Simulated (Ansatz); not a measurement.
# HgTe (Coloradoite) (F-43m) in Ansatz: a series of runs, part 2 of 2

Ansatz 0.2.0. Earlier steps stand in the parts before.

### Step 4. Single point, PBE, 31.89 Å³/atom (volume scaled by 0.96)

input.yaml

```yaml
crystal:
  lattice:
    - [0.0, 3.1710554852, 3.1710554852]
    - [3.1710554852, 0.0, 3.1710554852]
    - [3.1710554852, 3.1710554852, 0.0]
  atoms:
    - { symbol: Hg, position: [0.0, 0.0, 0.0] }
    - { symbol: Te, position: [0.75, 0.75, 0.75] }
hamiltonian:
  xc: pbe
  pseudopotentials: { kind: paw, source: jth }
kpoints:
  mp_grid: { grid: [7, 7, 7] }
scf:
  occupations: { method: fermi_dirac, width: 0.05 }
output:
  forces: true
  stress: true
  eigenvalues: true
```

Launch:

```
$ ansatz run input.yaml --threads 2 --pin off --max-ram 5120MiB --backend cpu --events-out ev --progress --plain --runs-dir out
```

It took 2.9 s on 2 threads of Arm Neoverse V1, shared host; peak memory 0.39 GiB.

The run converged. Its results:

| Property | Result |
| --- | --- |
| Free energy | -15885.6360 eV |
| Pressure | 7.4 GPa |
| Band gap on the k mesh | none (metal or under the smearing width) |

### Step 5. Single point, PBE, 32.55 Å³/atom (volume scaled by 0.98)

input.yaml: that of step 4 with these lines changed.

```diff
@@ -2,5 +2,5 @@
   lattice:
-    - [0.0, 3.1710554852, 3.1710554852]
-    - [3.1710554852, 0.0, 3.1710554852]
-    - [3.1710554852, 3.1710554852, 0.0]
+    - [0.0, 3.1929255244, 3.1929255244]
+    - [3.1929255244, 0.0, 3.1929255244]
+    - [3.1929255244, 3.1929255244, 0.0]
   atoms:
```

Launch:

```
$ ansatz run input.yaml --threads 2 --pin off --max-ram 5120MiB --backend cpu --events-out ev --progress --plain --runs-dir out
```

It took 2.7 s on 2 threads of Arm Neoverse V1, shared host; peak memory 0.39 GiB.

Results (log left out):

```yaml
Free_energy: -15885.6918 eV
Pressure: 6.0 GPa
Band_gap_on_the_k_mesh: none (metal or under the smearing width)
```

### Step 6. Single point, PBE, 33.22 Å³/atom

input.yaml: that of step 5 with these lines changed.

```diff
@@ -2,5 +2,5 @@
   lattice:
-    - [0.0, 3.1929255244, 3.1929255244]
-    - [3.1929255244, 0.0, 3.1929255244]
-    - [3.1929255244, 3.1929255244, 0.0]
+    - [0.0, 3.2145, 3.2145]
+    - [3.2145, 0.0, 3.2145]
+    - [3.2145, 3.2145, 0.0]
   atoms:
```

Potentials or basis: JTH PAW.

Launch:

```
$ ansatz run input.yaml --threads 2 --pin off --max-ram 5120MiB --backend cpu --events-out ev --progress --plain --runs-dir out
```

It took 2.8 s on 2 threads of Arm Neoverse V1, shared host; peak memory 0.39 GiB.

The run converged. Its results:

| Quantity | Value |
| --- | --- |
| Free energy | -15885.7367 eV |
| Pressure | 4.8 GPa |
| Band gap on the k mesh | none (metal or under the smearing width) |

### Step 7. Single point, PBE, 33.88 Å³/atom (volume scaled by 1.02)

input.yaml: that of step 6 with these lines changed.

```diff
@@ -2,5 +2,5 @@
   lattice:
-    - [0.0, 3.2145, 3.2145]
-    - [3.2145, 0.0, 3.2145]
-    - [3.2145, 3.2145, 0.0]
+    - [0.0, 3.2357886999, 3.2357886999]
+    - [3.2357886999, 0.0, 3.2357886999]
+    - [3.2357886999, 3.2357886999, 0.0]
   atoms:
```

Launch:

```
$ ansatz run input.yaml --threads 2 --pin off --max-ram 5120MiB --backend cpu --events-out ev --progress --plain --runs-dir out
```

Wall time 2.8 s (2 threads of Arm Neoverse V1, shared host); peak memory 0.39 GiB.

It converged, with:

```yaml
Free_energy: -15885.7720 eV
Pressure: 3.7 GPa
Band_gap_on_the_k_mesh: none (metal or under the smearing width)
```

### Step 8. Single point, PBE, 34.54 Å³/atom (volume scaled by 1.04)

input.yaml: that of step 7 with these lines changed.

```diff
@@ -2,5 +2,5 @@
   lattice:
-    - [0.0, 3.2357886999, 3.2357886999]
-    - [3.2357886999, 0.0, 3.2357886999]
-    - [3.2357886999, 3.2357886999, 0.0]
+    - [0.0, 3.2568009036, 3.2568009036]
+    - [3.2568009036, 0.0, 3.2568009036]
+    - [3.2568009036, 3.2568009036, 0.0]
   atoms:
```

Launch:

```
$ ansatz run input.yaml --threads 2 --pin off --max-ram 5120MiB --backend cpu --events-out ev --progress --plain --runs-dir out
```

Run time: 2.8 s. Hardware: 2 threads of Arm Neoverse V1, shared host; peak memory 0.4 GiB.

Results (log left out):

```yaml
Free_energy: -15885.7987 eV
Pressure: 2.7 GPa
Band_gap_on_the_k_mesh: none (metal or under the smearing width)
```

### Step 9. Single point, PBE, 35.21 Å³/atom (volume scaled by 1.06)

input.yaml: that of step 8 with these lines changed.

```diff
@@ -2,5 +2,5 @@
   lattice:
-    - [0.0, 3.2568009036, 3.2568009036]
-    - [3.2568009036, 0.0, 3.2568009036]
-    - [3.2568009036, 3.2568009036, 0.0]
+    - [0.0, 3.2775454177, 3.2775454177]
+    - [3.2775454177, 0.0, 3.2775454177]
+    - [3.2775454177, 3.2775454177, 0.0]
   atoms:
@@ -19 +19,5 @@
   eigenvalues: true
+  write_density: true
+  write_potential: true
+  elf: true
+  volumetric_format: npy
```

Potentials or basis: JTH PAW.

Launch:

```
$ ansatz run input.yaml --threads 2 --pin off --max-ram 5120MiB --backend cpu --events-out ev --progress --plain --runs-dir out
```

It took 4.2 s on 2 threads of Arm Neoverse V1, shared host; peak memory 0.41 GiB.

It converged, with:

```
Free energy            : -15885.8176 eV
Pressure               : 1.9 GPa
Band gap on the k mesh : none (metal or under the smearing width)
```

### Step 10. Equation of state, PBE

This step only gathers the single runs of the series.

What came out:

* Equilibrium volume: 36.92 Å³/atom (rough: see the caveat)
* Bulk modulus: 35 GPa (rough)

Energy against volume, from the lowest point:
```tsv
volume (Å³/atom)	energy (meV/atom)
31.223	124.74
31.887	90.81
32.551	62.94
33.215	40.47
33.880	22.83
34.544	9.49
35.208	0.00
```

Caveat: the minimum lies outside the volumes run. Spin-orbit coupling is left out, which matters for the levels of Hg, Te.

### Step 11. Band structure, PBE

input.yaml

```yaml
crystal:
  lattice:
    - [0.0, 3.2145, 3.2145]
    - [3.2145, 0.0, 3.2145]
    - [3.2145, 3.2145, 0.0]
  atoms:
    - { symbol: Hg, position: [0.0, 0.0, 0.0] }
    - { symbol: Te, position: [0.75, 0.75, 0.75] }
hamiltonian:
  xc: pbe
  pseudopotentials: { kind: nc, source: spms }
kpoints:
  mp_grid: { grid: [7, 7, 7] }
  band_path:
    path:
      - [[0.0, 0.0, 0.0], [0.5, 0.0, 0.5], [0.5, 0.25, 0.75], [0.375, 0.375, 0.75], [0.0, 0.0, 0.0], [0.5, 0.5, 0.5], [0.625, 0.25, 0.625], [0.5, 0.25, 0.75], [0.5, 0.5, 0.5], [0.375, 0.375, 0.75]]
      - [[0.625, 0.25, 0.625], [0.5, 0.0, 0.5]]
    npoints: 14
scf:
  occupations: { method: fermi_dirac, width: 0.05 }
  n_extra_bands: 6
output:
  forces: true
  stress: true
  eigenvalues: true
  fatbands: false
```

Potentials or basis: SPMS NC.

Launch:

```
$ ansatz run input.yaml --threads 2 --pin off --max-ram 5120MiB --backend cpu --events-out ev --progress --plain --runs-dir out
```

Wall time 13 s (2 threads of Arm Neoverse V1, shared host); peak memory 0.45 GiB.

The run converged. Its results:

```yaml
Free_energy: -7152.6435 eV
Pressure: 4.6 GPa
Band_gap_on_the_k_mesh: none (metal or under the smearing width)
```

Levels at the corners of the path, in eV from the Fermi level:
```
point  band 15  band 16  band 17  band 18  band 19  band 20  band 21  band 22
    Γ    -6.92    -0.73    -0.04    -0.04    -0.04     4.18     4.18     4.18
    X    -6.45    -5.56    -2.38    -2.38     1.86     2.42     8.22     8.94
    W    -6.27    -5.66    -2.78    -2.66     3.12     4.59     5.27     6.14
    K    -6.36    -5.59    -3.03    -1.98     2.21     3.98     7.02     7.20
    Γ    -6.92    -0.73    -0.04    -0.04    -0.04     4.18     4.18     4.18
    L    -6.60    -5.63    -1.06    -1.06     0.67     5.01     5.01     6.82
    U    -6.36    -5.59    -3.03    -1.98     2.21     3.98     7.02     7.20
    W    -6.27    -5.66    -2.78    -2.66     3.12     4.59     5.27     6.14
    L    -6.60    -5.63    -1.06    -1.06     0.67     5.01     5.01     6.82
    K    -6.36    -5.59    -3.03    -1.98     2.21     3.98     7.02     7.20
    U    -6.36    -5.59    -3.03    -1.98     2.21     3.98     7.02     7.20
    X    -6.45    -5.56    -2.38    -2.38     1.86     2.42     8.22     8.94
```

Caveat: spin-orbit coupling is left out, which moves the levels of the heavy elements.

### Step 12. Summary

```tsv
task	potentials or basis	cutoff (eV)	points for each segment of the path	gap on the mesh (eV)	pressure (GPa)
band structure	Ansatz PAW	420	14	none	4.6
equation of state	JTH PAW	870	-	-	-
band structure	SPMS NC	680	14	none	4.6
```

Alike in all rows: level PBE; no spin polarisation; cell as given; k mesh 7 × 7 × 7; smearing fermi-dirac 0.05 eV.

Caveats: spin-orbit coupling is left out, which moves the levels of the heavy elements (some runs); the minimum lies outside the volumes run (some runs).

Total energies depend on the potentials used, so only differences within one code and one set of settings carry meaning.
